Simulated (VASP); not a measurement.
A run of VASP 6.6.1:

File INCAR:

```
SYSTEM = B
ALGO = Fast
EDIFF = 1E-7
EDIFFG = -0.01
ENCUT = 600
IBRION = 2
ISIF = 3
ISMEAR = -1
LASPH = .TRUE.
LCHARG = .FALSE.
LREAL = .FALSE.
LWAVE = .FALSE.
NELM = 100
NSW = 80
PREC = Accurate
SIGMA = 0.1
```

KPOINTS

```
k-points
0
G
  17 17 9
  0 0 0
```

POSCAR

```
B
1.0
    2.1005919712      0.0000000000      0.0000000000
   -1.0502959856      1.8191660100      0.0000000000
    0.0000000000      0.0000000000      3.4302666889
B
2
Direct
    0.3333333333      0.6666666667      0.2500000000
    0.6666666667      0.3333333333      0.7500000000
```

Potentials or basis: VASP PAW LDA potentials, release 64 (B).

Run with:

```sh
$ cat potpaw_LDA.64/B/POTCAR > POTCAR
$ mpirun -np 1 vasp_std > vasp.out
```

Hardware: 1 thread of Intel(R) Xeon(R) Platinum 8488C (Sapphire Rapids) (shared host).

Question: Estimate the wall time of this run.

Answer: It took 3.4 min on 1 thread of Intel(R) Xeon(R) Platinum 8488C (Sapphire Rapids), on a shared host, peak memory 0.14 GiB. Counts: scf iterations 215, k points 165, ion steps 31.
